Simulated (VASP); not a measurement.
# InP (F-43m) in VASP: a series of runs, part 2 of 2

VASP 6.6.1. The steps go on from the part before.

### 3 Single point, PBE

Input file INCAR:

```
SYSTEM = InP
PREC = Accurate ; ENCUT = 520
EDIFF = 1E-7 ; ISMEAR = -1
SIGMA = 0.05 ; LREAL = .False.
LASPH = .True. ; NELM = 60
ALGO = Normal ; ISIF = 2
LWAVE = .False. ; LCHARG = .False.
GGA = PE ; NBANDS = 16
```

Input file KPOINTS:

```
Automatic mesh
0
Gamma
  8 8 8
  0 0 0
```

Input file POSCAR:

```
InP
1.0
    0.0000000000      2.9305000000      2.9305000000
    2.9305000000      0.0000000000      2.9305000000
    2.9305000000      2.9305000000      0.0000000000
In P
1 1
Direct
    0.0000000000      0.0000000000      0.0000000000
    0.7500000000      0.7500000000      0.7500000000
```

Potentials or basis: VASP PAW PBE potentials, release 64 (In_d, P).

The run is started by

```bash
$ cat potpaw_PBE.64/In_d/POTCAR potpaw_PBE.64/P/POTCAR > POTCAR
$ mpirun -np 1 vasp_std > vasp.out
```

OUTCAR:

```text
SYSTEM = InP
   PREC = Accurate
   ENCUT = 520
   EDIFF = 1E-7
   ISMEAR = -1
   LREAL = .False.
   LASPH = .True.
   NELM = 60
   ISIF = 2
   GGA = PE

 ion  position               nearest neighbor table
   1  0.000  0.000  0.000-   2 2.54   2 2.54   2 2.54   2 2.54
   2  0.750  0.750  0.750-   1 2.54   1 2.54   1 2.54   1 2.54

  LATTYP: Found a face centered cubic cell.
 ALAT       =     5.8610000000

  Lattice vectors:

[... 739 lines left out ...]

------------------------ aborting loop because EDIFF is reached ----------------------------------------

  FORCE on cell =-STRESS in cart. coord.  units (eV):
  Direction    XX          YY          ZZ          XY          YZ          ZX
  --------------------------------------------------------------------------------------
  -------------------------------------------------------------------------------------
  Total        1.0312629      1.0312629      1.0312629     -0.0000000      0.0000000     -0.0000000
  in kB       32.8265181     32.8265181     32.8265181     -0.0000000      0.0000000     -0.0000000
  external PRESSURE =      32.8265181 kB  Pullay stress =       0.0000000 kB

 VOLUME and BASIS-vectors are now :
 -----------------------------------------------------------------------------
  energy-cutoff  :      520.00
  volume of cell :       50.33
      direct lattice vectors                 reciprocal lattice vectors
     0.000000000  2.930500000  2.930500000    -0.170619348  0.170619348  0.170619348
     2.930500000  0.000000000  2.930500000     0.170619348 -0.170619348  0.170619348
     2.930500000  2.930500000  0.000000000     0.170619348  0.170619348 -0.170619348

 POSITION                                       TOTAL-FORCE (eV/Angst)
 -----------------------------------------------------------------------------------
      0.00000      0.00000      0.00000         0.000000      0.000000      0.000000
      4.39575      4.39575      4.39575        -0.000000     -0.000000     -0.000000
 -----------------------------------------------------------------------------------
    total drift:                                0.000000      0.000000      0.000000

  FREE ENERGIE OF THE ION-ELECTRON SYSTEM (eV)
  ---------------------------------------------------
  free  energy   TOTEN  =        -8.3807879049 eV

  energy  without entropy=       -8.3807829503  energy(sigma->0) =       -8.38078543
```

stdout:

```text
POSCAR found type information on POSCAR InP
 POSCAR found :  2 types and       2 ions
 scaLAPACK will be used
 LDA part: xc-table for (Slater+PW92), standard interpolation
 POSCAR, INCAR and KPOINTS ok, starting setup
 FFT: planning ... GRIDC
 FFT: planning ... GRID_SOFT
 FFT: planning ... GRID
 WAVECAR not read
 entering main loop
```

Run time: 46 s. Hardware: 1 thread of AMD EPYC 7R43 (Zen 3), shared host; peak memory 0.14 GiB.

Results:

| Quantity | Value |
| --- | --- |
| Free energy | -8.3808 eV |
| Pressure | 3.3 GPa |
| Band gap on the k mesh | 0.71 eV, direct |

Caveat: spin-orbit coupling is left out, which moves the levels of the heavy elements.

### 4 Single point, PBE (atoms moved at random, drawn with an rms of 0.05 Å)

Input file INCAR:

```
SYSTEM = InP
PREC = Accurate
ENCUT = 520
EDIFF = 1E-7
ISMEAR = -1
SIGMA = 0.05
LREAL = .FALSE.
LASPH = .TRUE.
NELM = 80
ALGO = Normal
ISIF = 2
LWAVE = .FALSE.
LCHARG = .TRUE.
GGA = PE
LELF = .TRUE.
LVHAR = .TRUE.
NBANDS = 16
```

Input file KPOINTS:

```
Automatic mesh
0
G
  8 8 8
  0 0 0
```

Input file POSCAR:

```
InP
1.0
    0.0000000000      2.9305000000      2.9305000000
    2.9305000000      0.0000000000      2.9305000000
    2.9305000000      2.9305000000      0.0000000000
In P
1 1
Direct
    0.0076490000     -0.0083110000     -0.0119070000
    0.7554720000      0.7458670000      0.7651810000
```

The run is started by

```bash
$ cat potpaw_PBE.64/In_d/POTCAR potpaw_PBE.64/P/POTCAR > POTCAR
$ mpirun -np 1 vasp_std > vasp.out
```

Run time: 6.4 min. Hardware: 1 thread of AMD EPYC 7R43 (Zen 3), shared host; peak memory 0.31 GiB.

The run converged. Its results:

```
Free energy            : -8.3232 eV
Pressure               : 3.6 GPa
Largest force          : 1.008 eV/Å
Band gap on the k mesh : 0.53 eV, direct
```

Forces on the atoms (eV/Å):
```
In   0.765  0.619  0.220
P   -0.765 -0.619 -0.220
```

Stress tensor (GPa, compression positive):
```
3.48 0.63 2.09
0.63 3.60 2.59
2.09 2.59 3.81
```

Levels at points of the mesh, in eV from the valence-band top:
| k point | band 6 | band 7 | band 8 | band 9 | band 10 | band 11 | band 12 | band 13 |
| --- | --- | --- | --- | --- | --- | --- | --- | --- |
| (0.00, 0.00, 0.00) | -11.69 | -0.42 | -0.16 | 0.00 | 0.53 | 3.82 | 3.88 | 4.08 |
| (0.50, 0.00, 0.00) | -9.98 | -5.93 | -1.38 | -0.91 | 1.33 | 4.28 | 5.00 | 6.91 |
| (0.00, 0.50, 0.00) | -9.99 | -5.87 | -1.38 | -0.91 | 1.29 | 4.26 | 4.97 | 6.89 |
| (0.00, 0.00, 0.50) | -10.06 | -5.63 | -1.31 | -1.00 | 1.15 | 4.30 | 4.75 | 6.83 |
| (0.50, 0.50, 0.50) | -9.89 | -6.21 | -1.28 | -1.03 | 1.50 | 4.55 | 4.94 | 6.99 |
| (0.50, 0.50, 0.00) | -9.33 | -5.96 | -2.50 | -2.46 | 1.56 | 2.07 | 9.01 | 9.38 |
| (0.00, 0.50, 0.50) | -9.33 | -5.92 | -2.58 | -2.42 | 1.50 | 2.14 | 9.01 | 9.29 |
| (0.50, 0.00, 0.50) | -9.33 | -5.93 | -2.56 | -2.43 | 1.52 | 2.12 | 9.01 | 9.32 |

Caveat: spin-orbit coupling is left out, which moves the levels of the heavy elements.

### 5 Overview

```tsv
level	cell	ladder	gap on the mesh (eV)	pressure (GPa)
PBEsol	as given	free	0.61	0.6
PBE	as given	-	0.71	3.3
PBE	atoms moved at random, drawn with an rms of 0.05 Å	-	0.53	3.6
```

Alike in all rows: task single point; potentials or basis VASP PAW PBE potentials, release 64 (In_d, P); no spin polarisation; k mesh 8 × 8 × 8; cutoff (eV) 520; smearing fermi-dirac 0.05 eV.

Caveats: spin-orbit coupling is left out, which moves the levels of the heavy elements; the PAW data sets were made with another functional, which shifts forces and pressure a little (some runs).

Total energies depend on the potentials used, so only differences within one code and one set of settings carry meaning.

### 6 Against experiment

Step 2. Measured gap of InP: 1.4236 eV (direct; 1.6 K; a printed reference work, data compilation). This calculation gives 0.61 eV (-0.81 eV). Spin-orbit coupling on In is left out. The value is that of PBEsol, without temperature or zero-point motion. Semilocal functionals fall short of measured gaps as a rule.

Step 3. A measured gap of InP is 1.4236 eV (direct; 1.6 K; a printed reference work, data compilation); the calculated 0.71 eV misses it by -0.71 eV. Spin-orbit coupling on In is left out. The value is that of PBE, without temperature or zero-point motion. Semilocal functionals fall short of measured gaps as a rule.
